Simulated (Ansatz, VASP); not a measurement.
CuAu in VASP and in Ansatz

```xyz
2
Lattice="2.8549 0.0000 0.0000 0.0000 2.8549 0.0000 0.0000 0.0000 3.7420" Properties=species:S:1:pos:R:3 pbc="T T T"
Cu    1.4275    1.4275    1.8710
Au    0.0000    0.0000    0.0000
```

Change from the starting cell: volume scaled by 1.06.

Alike in both runs: task single point; functional PBE; k mesh 13 × 13 × 10; occupations fermi-dirac, width 0.05 eV; no spin polarisation.

|  | VASP | Ansatz |
| --- | --- | --- |
| version | VASP 6.6.1 | Ansatz 0.2.0 |
| potentials or method | VASP PAW PBE potentials, release 64 (Cu, Au), cutoff 520 eV | all-electron LAPW, scalar-relativistic |

VASP gave:

```
pressure (GPa)                                  : -2.1
largest component of the traceless stress (GPa) : 0.21
```

Question: Which values does Ansatz return?

Answer: Pressure (GPa): -2.2; largest component of the traceless stress (GPa): 0.19.

Ansatz ran all-electron here, so the differences hold the error of VASP's frozen core and of both bases.

The runs have no spin-orbit coupling, so splittings on Au are missing.
